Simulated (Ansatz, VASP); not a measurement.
# Rb in VASP and in Ansatz

```
Rb
1.0
     4.89664    0.00000    0.00000
    -2.44832    4.24061    0.00000
     0.00000    0.00000    8.88400
Rb
2
Cartesian
  0.0000 2.8271 2.2210
  2.4483 1.4135 6.6630
```

Alike in both runs: task single point; functional PBE; k mesh 9 × 9 × 6; occupations gaussian, width 0.1 eV; no spin polarisation.

```csv
,VASP,Ansatz
version,VASP 6.6.1,Ansatz 0.2.0
potentials or method,"VASP PAW PBE potentials, release 64 (Rb_sv)","scalar-relativistic, plane waves, PAW"
plane-wave cutoff (eV),520,420
valence electrons in the cell,18,18
```

|  | VASP | Ansatz | Ansatz less VASP |
| --- | --- | --- | --- |
| gap on the k mesh at the Fermi level (eV) | none | none | - |
| pressure (GPa) | 0.0 | 0.0 | 0.00 |
| largest component of the traceless stress (GPa) | 0.25 | 0.25 | 0.000 |

A gap of «none» marks a metal or a gap that the smearing closes. With one functional, cell and mesh, what is left measures potentials, basis and numerics.
